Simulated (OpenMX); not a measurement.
## TlCl: equation of state with LDA

The system is TlCl.

```
Tl Cl
1.0
     3.83400    0.00000    0.00000
     0.00000    3.83400    0.00000
     0.00000    0.00000    3.83400
Tl Cl
1 1
Direct
  0.00000 0.00000 0.00000
  0.50000 0.50000 0.50000
```

* Program: OpenMX 3.8.5
* Task: equation of state
* Functional: LDA
* Potentials or basis: OpenMX 2013 LDA set, Tl8.0-s3p2d2f1, Cl7.0-s2p2d1f1, fixed grid of 50 × 50 × 50 points
* k mesh: 7 × 7 × 7
* Occupations: fermi-dirac, width 0.05 eV
* Spin: no spin polarisation

```
Equilibrium volume : 25.50 Å³/atom (rough: see the caveat)
Bulk modulus       : 37 GPa (rough)
```

Energy against volume, from the lowest point:
```csv
volume (Å³/atom),energy (meV/atom)
26.488,0.00
27.052,5.54
27.615,12.95
28.179,22.12
28.743,32.74
29.306,44.61
29.870,57.60
```

Caveat: the basis has few d functions beyond the semicore shells, which can make volumes several per cent too large; the minimum lies outside the volumes run; volumes in these bases differ from converged ones by about 1 %, for some elements by several; the basis of atomic orbitals isn't converged, which shifts pressures, moduli and gaps. The run has no spin-orbit coupling, so splittings on Tl are missing.
